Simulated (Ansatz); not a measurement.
## SrCl₂: the change of pressure and energy less free atoms with volume scale

Results calculated with Ansatz 0.2.0, not measured. Periodic Kohn-Sham DFT of a crystal at fixed atoms, scaled to volume_scale times the given cell; pressure positive in compression, energy less spherical unpolarised free atoms, largest_vzz the field gradient of largest size among the nuclei.

The cell before it is scaled or strained (space group Fm-3m, No. 225):
```
CELL_PARAMETERS angstrom
0.00000 3.48550 3.48550
3.48550 0.00000 3.48550
3.48550 3.48550 0.00000
ATOMIC_POSITIONS crystal
Sr 0.00000 0.00000 0.00000
Cl 0.25000 0.25000 0.25000
Cl 0.75000 0.75000 0.75000
```

Settings of every row: method all-electron LAPW; functional LDA; relativity scalar; k mesh 8x8x8; filling fermi-dirac; smearing width 0.01 eV; basis error target 1 meV/atom; nucleus gaussian.

Atom start moment: 0 on all atoms.

```csv
row,volume scale,V (Å³/atom),pressure (GPa),energy less free atoms (eV/atom)
1,0.94,26.536,-0.534,-4.6928
2,0.96,27.1,-1.37,-4.6894
3,0.98,27.665,-2.111,-4.6833
4,0.99,27.947,?,?
5,1,28.23,-2.768,-4.6747
6,1.01,28.512,-3.068,-4.6695
7,1.02,28.794,-3.351,-4.6639
8,1.04,29.359,-3.866,-4.6511
9,1.06,29.923,-4.322,-4.6367
```

Question: what pressure and energy less free atoms should row 4 give?

Worked fit of pressure. Take u = (V_r/V)^(2/3) − 1 with V_r = 28.371 Å³ an atom, which is twice the finite (Eulerian) strain; such expansions in the strain, on which the Birch-Murnaghan equation of state is built, carry the rest volume and the bulk modulus. The shown rows have u = 0.04559, 0.03103, 0.01694, 0.00333, -0.0033, -0.00982, -0.02256, -0.03488. Least squares give pressure = −2.9207 + 45.2 × u + 149.51 × u² + 159 × u³ GPa; a parabola predicts inner rows, each left out in turn, worse (root mean square 0.0026 against 0.00075 GPa). The rows lie off it by 0.000, -0.001, 0.000, 0.001, 0.000, -0.001, 0.000, 0.000. The withheld row has u = 0.01009, so the fit gives −2.9207 + 45.2 × (0.01009) + 149.51 × (0.01009)² + 159 × (0.01009)³ = -2.449 GPa.

The calculation gave -2.449 GPa. The fit meets it to the printed digit.

Worked fit of energy less free atoms. Take u = (V_r/V)^(2/3) − 1 with V_r = 28.371 Å³ an atom, which is twice the finite (Eulerian) strain; such expansions in the strain, on which the Birch-Murnaghan equation of state is built, carry the rest volume and the bulk modulus. The shown rows have u = 0.04559, 0.03103, 0.01694, 0.00333, -0.0033, -0.00982, -0.02256, -0.03488. Least squares give energy less free atoms = −4.67217 − 0.7732 × u + 7.026 × u² eV/atom; a straight line predicts inner rows, each left out in turn, worse (root mean square 0.0036 against 4.9e-05 eV/atom). The rows lie off it by 0.0000, 0.0000, 0.0000, 0.0000, 0.0000, 0.0000, 0.0001, 0.0000. The withheld row has u = 0.01009, so the fit gives −4.67217 − 0.7732 × (0.01009) + 7.026 × (0.01009)² = -4.6793 eV/atom.

The calculation gave -4.6793 eV/atom. The fit meets it to the printed digit.
